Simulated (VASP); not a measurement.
## ZnS (Wurtzite-2H): single point with PBE

**The experiment to reproduce.**

From a printed reference work, monograph, for a bulk crystal of ZnS at 4 K: band gap 3.911 eV (direct).

ZnS (Wurtzite-2H):

```
CELL_PARAMETERS angstrom
3.81100 0.00000 0.00000
-1.90550 3.30042 0.00000
0.00000 0.00000 6.23400
ATOMIC_POSITIONS crystal
Zn 0.33333 0.66667 0.00000
Zn 0.66667 0.33333 0.50000
S 0.33333 0.66667 0.38500
S 0.66667 0.33333 0.88500
```

```
Program             : VASP 6.6.1
Task                : single point
Functional          : PBE
Potentials or basis : VASP PAW PBE potentials, release 64 (Zn, S)
Cutoff              : 500 eV
k mesh              : 5 × 5 × 3
Occupations         : gaussian, width 0.05 eV
Spin                : no spin polarisation
```

```
Pressure               : 2.5 GPa
Largest force          : 0.327 eV/Å
Band gap on the k mesh : 2.25 eV, direct
```

Forces in eV/Å, atoms in the order of the input:
```
Zn   0.000  0.000  0.327
Zn   0.000  0.000  0.327
S    0.000  0.000 -0.327
S    0.000  0.000 -0.327
```

Stress tensor (GPa, compression positive):
```
3.25 0.00 0.00
0.00 3.25 0.00
0.00 0.00 1.09
```

Levels at points of the mesh, in eV from the valence-band top:
```tsv
k point	band 16	band 17	band 18	band 19	band 20	band 21
(0.00, 0.00, 0.00)	-0.01	-0.01	0.00	2.25	3.00	6.30
```

It took 44 s on 1 thread of AMD EPYC 7R13, on a shared host, peak memory 0.15 GiB.

A measured gap of ZnS is 3.911 eV (direct; 4 K; a printed reference work, monograph); the calculated 2.25 eV misses it by -1.66 eV. The value is that of PBE, without temperature or zero-point motion. Semilocal functionals fall short of measured gaps as a rule.
